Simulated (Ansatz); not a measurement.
# Zn: strain and displacement

```
Zn
1.0
     0.00000    2.90890    2.90890
     2.90890    0.00000    2.90890
     2.90890    2.90890    0.00000
Zn
2
Cartesian
  0.0000 0.0000 0.0000
  1.4544 1.4544 1.4544
```

Atoms are numbered in the order listed.

The cell was built from the diamond type and relaxed in the same program, and has space group Fd-3m; it needn't be a known or the stable phase.

These are results of Ansatz 0.2.0, DFT, PBE, all-electron LAPW, scalar-relativistic, not measurements.

Sampling and basis: a Γ-centred 11×11×11 k mesh, Fermi–Dirac smearing of 0.05 eV, basis error target 0.25 meV/atom, no spin polarisation.

The unchanged cell is at 0.01 GPa.

In a metal, stresses and small energies carry noise from the k mesh.

x, y and z are the Cartesian axes of the cell as listed; fractional coordinates follow a strain, and an engineering shear is twice the off-diagonal strain component.

Q: With this change (z strained by +1 % at fixed volume), what becomes of the energy and stress?

A: Energy change under 1 meV/atom; stress change (xx, yy, zz, yz, xz, xy) -0.07, -0.07, 0.11, 0.00, 0.00, 0.00 GPa, compression positive.

With z strained by -2 % at fixed volume: energy change under 1 meV/atom; stress change (xx, yy, zz, yz, xz, xy) 0.08, 0.08, -0.25, 0.00, 0.00, 0.00 GPa, compression positive.

Q: With this change (atom 1 (Zn) moved by (0.0000, 0.0000, 0.0800) Å), what becomes of the energy and stress and forces?

A: Energy change +5 meV/atom; stress change (xx, yy, zz, yz, xz, xy) 0.15, 0.15, 0.01, 0.00, 0.00, 1.44 GPa, compression positive; change of the force on Zn1 (0.000, 0.000, -0.231) eV/Å.

Q: What force constant does this one finite step give for Zn1 along its displacement (all its periodic images move with it)?

A: k = −ΔF·u/|u|² = 2.89 eV/Å², so the force pulls the atom back.
